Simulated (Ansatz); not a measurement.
# GaN (P6_3mc) in Ansatz: reference runs

Reference runs on GaN: the cell as given.

Program: Ansatz 0.2.0. These are calculated values, not measurements. Logs are shortened: lines on timing, memory, paths and dates and some standing lists are left out, and cuts for length are marked.

**What was measured.**

From “Studying electronic properties in GaN without electrical contacts using γ-γ vs e−-γ Perturbed Angular Correlations”, 2019, pmc:6823545, for a bulk crystal of GaN: band gap 3.503 ± 0.005 eV (direct).

How close the calculation comes is told below.

## (1) Starting point

The structure is hexagonal, space group P6_3mc (No. 186). Conventional cell: a = 3.212 Å, b = 3.212 Å, c = 10.357 Å, α = 90.00°, β = 90.00°, γ = 120.00°. Ga (site symmetry 3m) has 4 N at 1.95 to 2.00 Å as nearest neighbours. Around Ga (site symmetry 3m) lie 3 N at 1.94 Å. Around N (site symmetry 3m) lie 4 Ga at 1.94 to 2.00 Å. Around N (site symmetry 3m) lie 3 Ga at 1.95 Å.

The cell is a database's computed one.

## (2) Single point, PBEsol

input.yaml

```yaml
crystal:
  lattice:
    - [3.2115377864, 0.0, 0.0]
    - [-1.6057688932, 2.7812733083, 0.0]
    - [0.0, 0.0, 10.35684]
  atoms:
    - { symbol: Ga, position: [0.0, 0.0, 0.785868] }
    - { symbol: Ga, position: [0.6666666667, 0.3333333333, 0.037349] }
    - { symbol: Ga, position: [0.3333333333, 0.6666666667, 0.537349] }
    - { symbol: Ga, position: [0.0, 0.0, 0.285868] }
    - { symbol: "N", position: [0.0, 0.0, 0.093038] }
    - { symbol: "N", position: [0.6666666667, 0.3333333333, 0.343745] }
    - { symbol: "N", position: [0.0, 0.0, 0.593038] }
    - { symbol: "N", position: [0.3333333333, 0.6666666667, 0.843745] }
kpoints:
  mp_grid: { grid: [10, 10, 3] }
scf:
  occupations: { method: fermi_dirac, width: 0.05 }
hamiltonian:
  xc: pbesol
  pseudopotentials: { kind: all_electron, lapw: { basis_error: 0.001 } }
output:
  forces: true
  stress: true
  eigenvalues: true
  populations: true
```

Potentials or basis: all-electron LAPW, scalar-relativistic.

On the command line:

```
$ ansatz run input.yaml --threads 4 --pin off --max-ram 12288MiB --backend cpu --events-out ev --progress --plain --runs-dir out
```

What it wrote:

```text
Warning: RAYON_NUM_THREADS=4 ignored (pool sized by the plan → 4); use --threads N
Ga: projections on atomic orbitals take those of the free atom 1s2 2s2 2p6 3s2 3p6 3d10 4s2 4p1, of charge +0.00 (hamiltonian.pseudopotentials.projection_atoms)
N: projections on atomic orbitals take those of the free atom 1s2 2s2 2p3, of charge +0.00 (hamiltonian.pseudopotentials.projection_atoms)
LAPW: plane waves up to 10.573 Å⁻¹, error target 1.0e-3 eV per atom; small_component_spin mean_spin; N in spheres of 0.852 Å, 7 of its electrons in bands, Dirac shells []; Ga in spheres of 1.090 Å, 21 of its electrons in bands, Dirac shells [] (how accurate: hamiltonian.pseudopotentials.lapw.basis_error, Limitations)
Engine: ansatz 0.2.0, x86_64-unknown-linux-gnu
Pseudopotentials: kind: all_electron
Pseudopotential: Ga, LAPW, valence charge 21, lapw/all_electron/scalar/gaussian/Ga, Koelling and Harmon's equation, gaussian nucleus
Pseudopotential: N, LAPW, valence charge 7, lapw/all_electron/scalar/gaussian/N, Koelling and Harmon's equation, gaussian nucleus
Functional definition: PBEsol
  exchange = pbesol_x
  correlation = pbesol_c
Crystal: 8 atoms, lattice volume = 92.509 Å³
Basis set: ecut = 425.924568222433 eV, 1907 PW (Γ), exchange–correlation at level 2
Bands: 68, of which v1, the nominal top of the filled ones, is band 56 counted from 1 (55 counted from 0)
Symmetry: 12 space group operations
Space group: P63mc (ITA 186), of the structure as read, at distance tolerance 4.5e-5 Å
k-points: 28 of 300 (time reversal used)
Non-local potential: Ga, projectors of the file, none
Non-local potential: N, projectors of the file, none
Initial density: superposition of atomic densities (chi_scale 0.1, normalization cell, long waves kept (reshape's long-wave potential 0.01 eV rms))
Initial wavefunctions: plane waves of lowest kinetic energy (no species holds an atomic orbital)
[... 28 lines left out ...]
  E_xc         = -8805.889159
  E_electrostatic = -430061.751024  (all electrons and nuclei)
  E_smearing   = -0.000004  (= −TS)
  E_closure    = 0.000000  (closes the sum)
  E_atoms      = -217330.793106  (free atoms, spherical and without spin; not in F)
  Σ components = -217380.966354   (vs F -217380.966354, Δ=0.00e0)
  Basis errors (estimates in eV, not in F): energy 4.5e-4 per atom: plane waves 4.2e-4 (2.5e-4 summed), levels above the bands 3.8e-85, relativity 2.3e-8, radial functions 3.3e-5, core shells 3.8e-10; eigenvalues (radial functions only) 5.2e-6; not estimated: angular momenta, meshes, grids; target (lapw.basis_error) 1.0e-3; muffin-tin radii N 0.852 Å, Ga 1.090 Å
--- Forces (eV/Å), atoms counted from 1 ---
  atom   1  Ga     0.00000000     0.00000000     0.01956157
  atom   2  Ga     0.00000000     0.00000000    -0.04926536
  atom   3  Ga     0.00000000    -0.00000000    -0.04926536
  atom   4  Ga     0.00000000    -0.00000000     0.01956157
  atom   5  N      0.00000000    -0.00000000    -0.21217897
  atom   6  N     -0.00000000     0.00000000     0.24187653
  atom   7  N     -0.00000000     0.00000000    -0.21217897
  atom   8  N      0.00000000    -0.00000000     0.24187653
  max |Σ_I F_I| component: 1.25e-5 eV/Å
--- Stress (GPa, compression-positive) ---
       -8.919605       0.000000       0.000000
        0.000000      -8.919605       0.000000
       -0.000000       0.000000      -0.403234
  P = ⅓ Tr σ = -6.0808 GPa (-60.808 kbar)
--- Band table (eV; the first three rows and the last of 28) ---
  k-point 0: bands = ["-362.7227", "-362.7227", "-362.2596", "-362.2596", "-131.1411", "-131.1411", "-130.4145", "-130.4145", "-82.1759", "-82.1759", "-81.9907", "-81.9907", "-81.9907", "-81.9907", "-81.3487", "-81.3487", "-81.3193", "-81.3193", "-81.3193", "-81.3193", "-4.7759", "-4.4819", "-3.6844", "-3.5903", "-2.8041", "-2.8041", "-2.8022", "-2.8022", "-2.6210", "-2.6210", "-2.6177", "-2.6177", "-2.5854", "-2.5242", "-2.1552", "-2.1552", "-2.1545", "-2.1545", "-1.9118", "-1.9118", "-1.9088", "-1.9088", "-1.6927", "-0.9022", "4.6678", "7.0644", "8.1639", "10.1810", "10.1810", "10.2258", "10.2258", "11.0187", "11.0187", "11.0516", "11.0516", "11.6039", "12.3949", "14.8942", "15.0428", "15.1111", "18.5368", "19.2374", "19.9780", "20.1103", "20.1103", "20.8299", "20.8299", "21.7756"]
  k-point 1: bands = ["-362.7227", "-362.7227", "-362.2596", "-362.2596", "-131.1411", "-131.1411", "-130.4145", "-130.4145", "-82.1759", "-82.1759", "-81.9907", "-81.9907", "-81.9907", "-81.9907", "-81.3487", "-81.3487", "-81.3193", "-81.3193", "-81.3193", "-81.3193", "-4.7135", "-4.5690", "-3.6506", "-3.6059", "-2.8036", "-2.8036", "-2.8027", "-2.8027", "-2.6202", "-2.6202", "-2.6185", "-2.6185", "-2.5764", "-2.5481", "-2.1550", "-2.1550", "-2.1546", "-2.1546", "-1.9111", "-1.9111", "-1.9096", "-1.9096", "-1.4986", "-1.1082", "5.0898", "6.1232", "9.1930", "10.1919", "10.1919", "10.2143", "10.2143", "10.5786", "11.0272", "11.0272", "11.0436", "11.0436", "13.3041", "14.3187", "15.1027", "15.1941", "18.7520", "19.0938", "20.2455", "20.2455", "20.4296", "20.5833", "20.5833", "21.5532"]
  k-point 2: bands = ["-362.7227", "-362.7227", "-362.2596", "-362.2596", "-131.1411", "-131.1411", "-130.4145", "-130.4145", "-82.1758", "-82.1758", "-81.9907", "-81.9907", "-81.9907", "-81.9907", "-81.3486", "-81.3486", "-81.3194", "-81.3194", "-81.3193", "-81.3193", "-4.6868", "-4.4237", "-3.6244", "-3.5605", "-2.8092", "-2.8089", "-2.7898", "-2.7885", "-2.6356", "-2.6320", "-2.6174", "-2.6152", "-2.5398", "-2.4552", "-2.1395", "-2.1377", "-2.1367", "-2.1293", "-1.9325", "-1.9226", "-1.9125", "-1.9086", "-1.6168", "-0.8243", "4.8228", "7.0223", "8.1016", "9.3848", "9.8392", "9.9290", "10.0438", "10.1038", "10.4962", "10.8041", "10.9966", "11.5482", "13.2684", "15.1822", "15.6196", "15.6847", "18.2461", "18.7119", "19.4354", "20.1649", "20.4435", "20.5720", "20.9674", "21.1426"]
  k-point 27: bands = ["-362.7227", "-362.7227", "-362.2596", "-362.2596", "-131.1410", "-131.1410", "-130.4145", "-130.4145", "-82.1758", "-82.1758", "-81.9914", "-81.9914", "-81.9912", "-81.9912", "-81.3486", "-81.3486", "-81.3201", "-81.3201", "-81.3199", "-81.3199", "-4.0716", "-4.0539", "-3.2672", "-3.2646", "-2.7395", "-2.7394", "-2.7115", "-2.7067", "-2.6748", "-2.6701", "-2.5543", "-2.5543", "-2.1115", "-2.1021", "-2.0516", "-2.0515", "-1.9825", "-1.9820", "-1.9220", "-1.9211", "-0.6414", "-0.6288", "0.0300", "0.0529", "4.8549", "4.9370", "5.2896", "5.6126", "6.4121", "6.5722", "7.5544", "7.6889", "8.5260", "9.3208", "10.4548", "10.5718", "14.5732", "14.6760", "17.6946", "18.2343", "18.2654", "18.4923", "19.1667", "19.3324", "20.0477", "20.3451", "20.4703", "20.6498"]
--- Löwdin populations: 8 sites ---
  site symbol       q [e]
     0     Ga     30.2656
     1     Ga     30.1573
     2     Ga     30.1573
     3     Ga     30.2656
     4      N      7.7342
     5      N      7.7653
     6      N      7.7342
     7      N      7.7653
  spilling = 0.001021 (of n_electrons = 152.000000)
```

Run time: 38 s. Hardware: 4 threads of Intel Xeon Platinum 8375C at 2.90GHz (Ice Lake), shared host; peak memory 1 GiB.

Results:

```
Free energy            : -217380.9664 eV
Pressure               : -6.1 GPa
Largest force          : 0.242 eV/Å
Band gap on the k mesh : 0.79 eV, direct
Loewdin charges        : Ga +0.73, +0.84; N -0.73, -0.77 e
```

Forces in eV/Å, atoms in the order of the input:
```
Ga   0.000  0.000  0.020
Ga   0.000  0.000 -0.049
Ga   0.000  0.000 -0.049
Ga   0.000  0.000  0.020
N    0.000  0.000 -0.212
N    0.000  0.000  0.242
N    0.000  0.000 -0.212
N    0.000  0.000  0.242
```

Stress tensor (GPa, compression positive):
```
-8.92  0.00  0.00
 0.00 -8.92  0.00
 0.00  0.00 -0.40
```

## (3) Against experiment

Step 2. A measured gap of GaN is 3.503 eV (direct; quoted in “Studying electronic properties in GaN without electrical contacts using γ-γ vs e−-γ Perturbed Angular Correlations”, 2019, pmc:6823545); the calculated 0.79 eV misses it by -2.71 eV. So large a miss can be the level of theory's own, or it may mean another phase, state or a wrong row. Spin-orbit coupling on Ga is left out. The value is that of PBEsol, without temperature or zero-point motion. Semilocal functionals fall short of measured gaps as a rule. The cell is a database's relaxed one, not the measured one, which moves gaps too.
